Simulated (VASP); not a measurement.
# ZrS2 in VASP: notebook

The runs below take ZrS2 through single point, with PBE+D3(BJ).

Everything below comes from runs of VASP 6.6.1. Logs are shortened: lines on timing, memory, paths and dates and some standing lists are left out, and cuts for length are marked.

## Step 1: Starting point

The cell holds a slab with vacuum, 3 atoms: a = 3.649 Å, b = 3.649 Å, c = 31.842 Å, α = 90.00°, β = 90.00°, γ = 120.00°.

## Step 2: Single point, PBE+D3(BJ)

INCAR

```
SYSTEM = ZrS2
PREC = Accurate
ENCUT = 520
EDIFF = 1E-6
ISMEAR = 0
SIGMA = 0.02
LREAL = .FALSE.
LASPH = .TRUE.
NELM = 100
ALGO = Fast
ISIF = 2
LWAVE = .FALSE.
LCHARG = .FALSE.
LDIPOL = .TRUE.
IDIPOL = 3
DIPOL = 0.5 0.5 0.500
GGA = PE
IVDW = 12
NBANDS = 19
```

KPOINTS

```
Automatic mesh
0
G
  9 9 1
  0 0 0
```

POSCAR

```
ZrS2
1.0
    3.6485684075      0.0000000000      0.0000000000
   -1.8242842038      3.1597529283      0.0000000000
    0.0000000000      0.0000000000     31.8415096540
S Zr
2 1
Direct
    0.6666666667      0.3333333333      0.4541937879
    0.3333333333      0.6666666667      0.5458062121
    0.0000000000      0.0000000000      0.5000000000
```

Potentials or basis: VASP PAW PBE potentials, release 64 (S, Zr_sv).

Launch:

```sh
> cat potpaw_PBE.64/S/POTCAR potpaw_PBE.64/Zr_sv/POTCAR > POTCAR
> mpirun -np 1 vasp_std > vasp.out
```

OUTCAR:

```text
SYSTEM = ZrS2
   PREC = Accurate
   ENCUT = 520
   EDIFF = 1E-6
   ISMEAR = 0
   LREAL = .FALSE.
   LASPH = .TRUE.
   NELM = 100
   ISIF = 2
   GGA = PE
   IVDW = 12
 IVDW          = 12

 ion  position               nearest neighbor table
   1  0.667  0.333  0.454-   3 2.56   3 2.56   3 2.56
   2  0.333  0.667  0.546-   3 2.56   3 2.56   3 2.56
   3  0.000  0.000  0.500-   1 2.56   2 2.56   2 2.56   1 2.56   1 2.56   2 2.56

  LATTYP: Found a hexagonal cell.
 ALAT       =     3.6485684075
 C/A-ratio  =     8.7271242026

  Lattice vectors:

 A1 = (   3.6485684075,   0.0000000000,   0.0000000000)
 A2 = (  -1.8242842038,   3.1597529283,   0.0000000000)
 A3 = (   0.0000000000,   0.0000000000,  31.8415096540)

Analysis of symmetry for initial positions (statically):
=====================================================================
 Subroutine PRICEL returns:
 Original cell was already a primitive cell.

 Routine SETGRP: Setting up the symmetry group for a
 hexagonal supercell.

 Subroutine GETGRP returns: Found 12 space group operations
 (whereof 12 operations were pure point group operations)
 out of a pool of 24 trial point group operations.

The static configuration has the point symmetry D_3d.

Analysis of symmetry for dynamics (positions and initial velocities):
=====================================================================
 Subroutine PRICEL returns:
 Original cell was already a primitive cell.

 Routine SETGRP: Setting up the symmetry group for a
 hexagonal supercell.

 Subroutine GETGRP returns: Found 12 space group operations
 (whereof 12 operations were pure point group operations)
 out of a pool of 24 trial point group operations.

The dynamic configuration has the point symmetry D_3d.

 Subroutine INISYM returns: Found 12 space group operations
 (whereof 12 operations are pure point group operations),
 and found     1 'primitive' translations

----------------------------------------------------------------------------------------

                                     Primitive cell

  volume of cell :     367.0872

  direct lattice vectors                    reciprocal lattice vectors
     3.648568407  0.000000000  0.000000000     0.274080102  0.158240220  0.000000000
    -1.824284204  3.159752928  0.000000000     0.000000000  0.316480441  0.000000000
     0.000000000  0.000000000 31.841509654     0.000000000  0.000000000  0.031405546
[... 78 lines left out ...]
   NFREE  =      0    steps in history (QN), initial steepest desc. (CG)
   ISIF   =      2    stress and relaxation
   ISYM   =      2    0-nonsym 1-usesym 2-fastsym
   POTIM  = 0.5000    time-step for ionic-motion
   TEBEG  =    0.0;   TEEND  =   0.0 temperature during run
   PSTRESS=    0.0 pullay stress
   NELECT =      24.0000    total number of electrons
   NUPDOWN=      -1.0000    fix difference up-down
   EMIN   =  10.00;   EMAX   =-10.00  energy-range for DOS
   EFERMI =   0.00;   METHOD = LEGACY
   ISMEAR =     0;   SIGMA  =   0.02  broadening in eV -4-tet -1-fermi 0-gaus
   EFERMI_NEDOS =   21; number of points for ismear=-14 and -15
   IALGO  =     68    algorithm
   IMIX   =      4    mixing-type and parameters
     AMIX     =   0.40;   BMIX     =  1.00
     AMIX_MAG =   1.60;   BMIX_MAG =  1.00
  volume/ion in A,a.u.               =     122.36       825.74
  Fermi-wavevector in a.u.,A,eV,Ry     =   0.659511  1.246295  5.917922  0.434955
  Thomas-Fermi vector in A             =   1.731669
   LORBIT       =      0    0 simple, 1 ext, 2 COOP (PROOUT), +10 PAW based schemes
   GGA     = PE    functional components
   LHFCALC =     F    Hartree Fock is set to
   AEXX    =    0.0000 exact exchange contribution
   IVDW    =    12    specifies the selected vdW correction
   LEPSILON=     F    determine dielectric tensor
   LRPA    =     F    only Hartree local field effects (RPA)
 non-spin polarized calculation
 RMM-DIIS sequential band-by-band and
 Gauss-broadening in eV      SIGMA  =   0.02
  energy-cutoff  :      520.00
  volume of cell :      367.09
 maximum number of plane-waves:      9920
 NGX is ok and might be reduce to    28
   NGX = 13   NGY = 13   NGZ =119

 number of electron      24.0000002 magnetization

 dipolmoment           0.000000      0.000000     -0.000000 electrons x Angstroem

 Free energy of the ion-electron system (eV)
  ---------------------------------------------------
  ext. energy  EPLUGINS =         0.00000000
  ---------------------------------------------------
  free energy    TOTEN  =       -21.42669909 eV

  energy without entropy =      -21.42669909  energy(sigma->0) =      -21.42669909

 E-fermi :  -4.2224     XC(G=0):  -2.0986

 val. band max:       -4.3682808100   @ k =   0.0000   0.0000   0.0000
 cond. band min:      -3.2430717011   @ k =   0.4444  -0.0000   0.0000
 fundamental gap:      1.1252091089
 Fermi energy:        -4.2223605318

 k-point     1 :       0.0000    0.0000    0.0000
  band No.  band energies     occupation
      1     -53.2271      2.00000
      2     -31.2941      2.00000
      3     -31.1342      2.00000
      4     -31.1342      2.00000
      5     -16.8048      2.00000
      6     -15.6561      2.00000
[... 241 lines left out ...]
      6     -15.6262      2.00000
[... 11 lines left out ...]
     18       4.3292      0.00000
     19       4.7267      0.00000

------------------------ aborting loop because EDIFF is reached ----------------------------------------

 vacuum level on the upper side and lower side of the slab       (xc-potential included)        -0.006        -0.006

 Edisp (eV)   -0.73672

 E8    (eV) :    -0.3344

  FORCE on cell =-STRESS in cart. coord.  units (eV):
  Direction    XX          YY          ZZ          XY          YZ          ZX
  --------------------------------------------------------------------------------------
  -------------------------------------------------------------------------------------
  Total      -0.02209    -0.02209    -0.00524     0.00000     0.00000    -0.00000
  in kB      -0.09642    -0.09642    -0.02288     0.00000     0.00000    -0.00000
  external pressure =       -0.07 kB  Pullay stress =        0.00 kB

 VOLUME and BASIS-vectors are now :
 -----------------------------------------------------------------------------
  energy-cutoff  :      520.00
  volume of cell :      367.09
      direct lattice vectors                 reciprocal lattice vectors
     3.648568407  0.000000000  0.000000000     0.274080102  0.158240220  0.000000000
    -1.824284204  3.159752928  0.000000000     0.000000000  0.316480441  0.000000000
     0.000000000  0.000000000 31.841509654     0.000000000  0.000000000  0.031405546

 POSITION                                       TOTAL-FORCE (eV/Angst)
 -----------------------------------------------------------------------------------
      1.82428      1.05325     14.46222         0.000000      0.000000     -0.007221
     -0.00000      2.10650     17.37929        -0.000000      0.000000      0.007221
      0.00000      0.00000     15.92075        -0.000000      0.000000      0.000000
 -----------------------------------------------------------------------------------
    total drift:                                0.000000     -0.000000     -0.000000

  FREE ENERGIE OF THE ION-ELECTRON SYSTEM (eV)
  ---------------------------------------------------
  free  energy   TOTEN  =       -22.1634152425 eV

  energy  without entropy=      -22.1634152425  energy(sigma->0) =      -22.16341524

 vacuum level on the upper side and lower side of the slab         2.018         2.018
```

stdout:

```text
POSCAR found type information on POSCAR S Zr
 POSCAR found :  2 types and       3 ions
 scaLAPACK will be used
 LDA part: xc-table for (Slater+PW92), standard interpolation
 POSCAR, INCAR and KPOINTS ok, starting setup
 FFT: planning ... GRIDC
 FFT: planning ... GRID_SOFT
 FFT: planning ... GRID
 WAVECAR not read
 entering main loop
```

Run time: 3.3 min. Hardware: 1 thread of Intel Xeon Platinum 8488C (Sapphire Rapids), shared host; peak memory 0.47 GiB.

What came out:

| Quantity | Value |
| --- | --- |
| Free energy | -22.1634 eV |
| Largest force | 0.007 eV/Å |
| Band gap on the k mesh | 1.13 eV, indirect (least direct gap 1.69 eV) |
| Dispersion energy per atom | -0.246 eV |

Forces on the atoms (eV/Å):
```
S    0.000  0.000 -0.007
S    0.000  0.000  0.007
Zr   0.000  0.000  0.000
```

## Step 3: Single point, PBE+D3(BJ)

This run uses another cell than the first one, of 121.49 Å³/atom, 0.993 times its volume.

INCAR

```
PREC = Accurate
ENCUT = 520
EDIFF = 1E-7
ISMEAR = 0
SIGMA = 0.02
LREAL = F
LASPH = T
NELM = 100
ALGO = Fast
ISIF = 2
LWAVE = F
LCHARG = F
LDIPOL = T
IDIPOL = 3
DIPOL = 0.5 0.5 0.500
GGA = PE
IVDW = 12
NBANDS = 19
```

KPOINTS

```
regular mesh
0
Gamma
  9 9 1
```

POSCAR

```
ZrS2
1.0
    3.6354937219      0.0000000000      0.0000000000
   -1.8177468610      3.1484299185      0.0000000000
    0.0000000000      0.0000000000     31.8415096540
S Zr
2 1
Direct
    0.6666666667      0.3333333333      0.4541360498
    0.3333333333      0.6666666667      0.5458639502
    0.0000000000      0.0000000000      0.5000000000
```

Potentials or basis: VASP PAW PBE potentials, release 64 (S, Zr_sv).

Launch:

```sh
> cat potpaw_PBE.64/S/POTCAR potpaw_PBE.64/Zr_sv/POTCAR > POTCAR
> mpirun -np 1 vasp_std > vasp.out
```

OUTCAR:

```text
PREC = Accurate
   ENCUT = 520
   EDIFF = 1E-7
   ISMEAR = 0
   LREAL = F
   LASPH = T
   NELM = 100
   ISIF = 2
   GGA = PE
   IVDW = 12
 IVDW          = 12

 ion  position               nearest neighbor table
   1  0.667  0.333  0.454-   3 2.56   3 2.56   3 2.56
   2  0.333  0.667  0.546-   3 2.56   3 2.56   3 2.56
   3  0.000  0.000  0.500-   1 2.56   2 2.56   1 2.56   2 2.56   1 2.56   2 2.56

  LATTYP: Found a hexagonal cell.
 ALAT       =     3.6354937219
 C/A-ratio  =     8.7585104224

  Lattice vectors:

 A1 = (   3.6354937219,   0.0000000000,   0.0000000000)
 A2 = (  -1.8177468610,   3.1484299185,   0.0000000000)
 A3 = (   0.0000000000,   0.0000000000,  31.8415096540)

Analysis of symmetry for initial positions (statically):
=====================================================================
 Subroutine PRICEL returns:
 Original cell was already a primitive cell.

 Routine SETGRP: Setting up the symmetry group for a
 hexagonal supercell.

 Subroutine GETGRP returns: Found 12 space group operations
 (whereof 12 operations were pure point group operations)
 out of a pool of 24 trial point group operations.

The static configuration has the point symmetry D_3d.

Analysis of symmetry for dynamics (positions and initial velocities):
=====================================================================
 Subroutine PRICEL returns:
 Original cell was already a primitive cell.

 Routine SETGRP: Setting up the symmetry group for a
 hexagonal supercell.

 Subroutine GETGRP returns: Found 12 space group operations
 (whereof 12 operations were pure point group operations)
 out of a pool of 24 trial point group operations.

The dynamic configuration has the point symmetry D_3d.

 Subroutine INISYM returns: Found 12 space group operations
 (whereof 12 operations are pure point group operations),
 and found     1 'primitive' translations

----------------------------------------------------------------------------------------

                                     Primitive cell

  volume of cell :     364.4610

  direct lattice vectors                    reciprocal lattice vectors
     3.635493722  0.000000000  0.000000000     0.275065803  0.158809315  0.000000000
    -1.817746861  3.148429919  0.000000000     0.000000000  0.317618631  0.000000000
     0.000000000  0.000000000 31.841509654     0.000000000  0.000000000  0.031405546

  length of vectors
     3.635493722  3.635493722 31.841509654     0.317618631  0.317618631  0.031405546

  position of ions in fractional coordinates (direct lattice)
     0.666666667  0.333333333  0.454136050
     0.333333333  0.666666667  0.545863950
     0.000000000  0.000000000  0.500000000

  ion indices of the primitive-cell ions
   primitive index   ion index
                 1           1
                 2           2
                 3           3

----------------------------------------------------------------------------------------

 KPOINTS: regular mesh

Automatic generation of k-mesh.
 Grid dimensions read from file:
 generate k-points for:    9    9    1

[... 25 lines left out ...]
  0.111111  0.111111  0.000000      6.000000
  0.222222  0.111111  0.000000     12.000000
  0.333333  0.111111  0.000000     12.000000
  0.444444  0.111111  0.000000      6.000000
  0.222222  0.222222  0.000000      6.000000
  0.333333  0.222222  0.000000     12.000000
  0.333333  0.333333  0.000000      2.000000
   k-points           NKPTS =     12   k-points in BZ     NKDIM =     12   number of bands    NBANDS=     19
   number of dos      NEDOS =    301   number of ions     NIONS =      3
   total plane-waves  NPLWV = 188160
   dimension x,y,z NGX =    28 NGY =   28 NGZ =  240
   dimension x,y,z NGXF=    56 NGYF=   56 NGZF=  480
   ions per type =               2   1
   NGX,Y,Z   is equivalent  to a cutoff of  12.80, 12.80, 12.53 a.u.
   NGXF,Y,Z  is equivalent  to a cutoff of  25.61, 25.61, 25.06 a.u.
 SYSTEM =  unknown system
   PREC   = accura    normal or accurate (medium, high low for compatibility)
   ISTART =      0    job   : 0-new  1-cont  2-samecut
   ICHARG =      2    charge: 1-file 2-atom 10-const
   ISPIN  =      1    spin polarized calculation?
   LNONCOLLINEAR =      F non collinear calculations
   LSORBIT =      F    spin-orbit coupling
   LASPH  =      T    aspherical Exc in radial PAW
   ENCUT  =  520.0 eV  38.22 Ry    6.18 a.u.   6.76  6.76 59.20*2*pi/ulx,y,z
   NELM   =    100;   NELMIN=  2; NELMDL= -5     # of ELM steps
   EDIFF  = 0.1E-06   stopping-criterion for ELM
   LREAL  =      F    real-space projection
   EDIFFG = 0.1E-05   stopping-criterion for IOM
   NSW    =      0    number of steps for IOM
   IBRION =     -1    ionic relax: 0-MD 1-quasi-New 2-CG
   NFREE  =      0    steps in history (QN), initial steepest desc. (CG)
   ISIF   =      2    stress and relaxation
   ISYM   =      2    0-nonsym 1-usesym 2-fastsym
   POTIM  = 0.5000    time-step for ionic-motion
   TEBEG  =    0.0;   TEEND  =   0.0 temperature during run
   PSTRESS=    0.0 pullay stress
   NELECT =      24.0000    total number of electrons
   NUPDOWN=      -1.0000    fix difference up-down
   EMIN   =  10.00;   EMAX   =-10.00  energy-range for DOS
   EFERMI =   0.00;   METHOD = LEGACY
   ISMEAR =     0;   SIGMA  =   0.02  broadening in eV -4-tet -1-fermi 0-gaus
   EFERMI_NEDOS =   21; number of points for ismear=-14 and -15
   IALGO  =     68    algorithm
   IMIX   =      4    mixing-type and parameters
     AMIX     =   0.40;   BMIX     =  1.00
     AMIX_MAG =   1.60;   BMIX_MAG =  1.00
  volume/ion in A,a.u.               =     121.49       819.83
  Fermi-wavevector in a.u.,A,eV,Ry     =   0.661091  1.249282  5.946316  0.437042
  Thomas-Fermi vector in A             =   1.733743
   LORBIT       =      0    0 simple, 1 ext, 2 COOP (PROOUT), +10 PAW based schemes
   GGA     = PE    functional components
   LHFCALC =     F    Hartree Fock is set to
   AEXX    =    0.0000 exact exchange contribution
   IVDW    =    12    specifies the selected vdW correction
   LEPSILON=     F    determine dielectric tensor
   LRPA    =     F    only Hartree local field effects (RPA)
 non-spin polarized calculation
 RMM-DIIS sequential band-by-band and
 Gauss-broadening in eV      SIGMA  =   0.02
  energy-cutoff  :      520.00
  volume of cell :      364.46
 maximum number of plane-waves:      9838
 NGX is ok and might be reduce to    28
   NGX = 13   NGY = 13   NGZ =119

 number of electron      24.0000002 magnetization

 dipolmoment           0.000000      0.000000     -0.000000 electrons x Angstroem

 Free energy of the ion-electron system (eV)
  ---------------------------------------------------
  ext. energy  EPLUGINS =         0.00000000
  ---------------------------------------------------
  free energy    TOTEN  =       -21.42014586 eV

  energy without entropy =      -21.42014586  energy(sigma->0) =      -21.42014586

 E-fermi :  -4.1811     XC(G=0):  -2.0937

 val. band max:       -4.3334074618   @ k =   0.0000   0.0000   0.0000
 cond. band min:      -3.2376534406   @ k =   0.4444  -0.0000   0.0000
 fundamental gap:      1.0957540212
 Fermi energy:        -4.1810941212

 k-point     1 :       0.0000    0.0000    0.0000
  band No.  band energies     occupation
      1     -53.1767      2.00000
      2     -31.2497      2.00000
      3     -31.0850      2.00000
      4     -31.0850      2.00000
      5     -16.8099      2.00000
      6     -15.6524      2.00000
[... 241 lines left out ...]
      6     -15.6141      2.00000
[... 11 lines left out ...]
     18       4.2893      0.00000
     19       4.7663      0.00000

------------------------ aborting loop because EDIFF is reached ----------------------------------------

 vacuum level on the upper side and lower side of the slab       (xc-potential included)        -0.007        -0.007

 Edisp (eV)   -0.74222

 E8    (eV) :    -0.3369

  FORCE on cell =-STRESS in cart. coord.  units (eV):
  Direction    XX          YY          ZZ          XY          YZ          ZX
  --------------------------------------------------------------------------------------
  -------------------------------------------------------------------------------------
  Total       0.30224     0.30224     0.13706    -0.00000     0.00000    -0.00000
  in kB       1.32864     1.32864     0.60252    -0.00000     0.00000    -0.00000
  external pressure =        1.09 kB  Pullay stress =        0.00 kB

 VOLUME and BASIS-vectors are now :
 -----------------------------------------------------------------------------
  energy-cutoff  :      520.00
  volume of cell :      364.46
      direct lattice vectors                 reciprocal lattice vectors
     3.635493722  0.000000000  0.000000000     0.275065803  0.158809315  0.000000000
    -1.817746861  3.148429919  0.000000000     0.000000000  0.317618631  0.000000000
     0.000000000  0.000000000 31.841509654     0.000000000  0.000000000  0.031405546

 POSITION                                       TOTAL-FORCE (eV/Angst)
 -----------------------------------------------------------------------------------
      1.81775      1.04948     14.46038         0.000000     -0.000000     -0.056165
     -0.00000      2.09895     17.38113        -0.000000      0.000000      0.056165
      0.00000      0.00000     15.92075        -0.000000     -0.000000      0.000000
 -----------------------------------------------------------------------------------
    total drift:                               -0.000000     -0.000000      0.000000

  FREE ENERGIE OF THE ION-ELECTRON SYSTEM (eV)
  ---------------------------------------------------
  free  energy   TOTEN  =       -22.1623677430 eV

  energy  without entropy=      -22.1623677430  energy(sigma->0) =      -22.16236774

 vacuum level on the upper side and lower side of the slab         2.026         2.026
```

OSZICAR:

```text
N       E                     dE             d eps       ncg     rms          rms(c)
DAV:   1     0.161174737891E+03    0.16117E+03   -0.10056E+04   592   0.904E+02
DAV:   2    -0.150207921451E+01   -0.16268E+03   -0.15746E+03   648   0.201E+02
DAV:   3    -0.228125158006E+02   -0.21310E+02   -0.21247E+02   810   0.649E+01
[... 21 lines left out ...]
RMM:  25    -0.214201452407E+02   -0.12237E-05   -0.42110E-07   559   0.309E-03    0.141E-04
RMM:  26    -0.214201455503E+02   -0.30956E-06   -0.25662E-07   481   0.231E-03    0.307E-04
RMM:  27    -0.214201457085E+02   -0.15819E-06   -0.19085E-07   438   0.193E-03    0.319E-04
RMM:  28    -0.214201458173E+02   -0.10886E-06   -0.93373E-08   394   0.162E-03    0.177E-04
RMM:  29    -0.214201458556E+02   -0.38258E-07   -0.10088E-07   361   0.149E-03
   1 F= -.22162368E+02 E0= -.22162368E+02  d E =-.180551E-28
```

It took 3.9 min on 1 thread of Intel Xeon Platinum 8488C (Sapphire Rapids), shared host; peak memory 0.49 GiB.

What came out:

| Quantity | Value |
| --- | --- |
| Free energy | -22.1624 eV |
| Largest force | 0.056 eV/Å |
| Band gap on the k mesh | 1.10 eV, indirect (least direct gap 1.68 eV) |
| Dispersion energy per atom | -0.247 eV |

Forces on the atoms (eV/Å):
```
S    0.000  0.000 -0.056
S    0.000  0.000  0.056
Zr   0.000  0.000  0.000
```
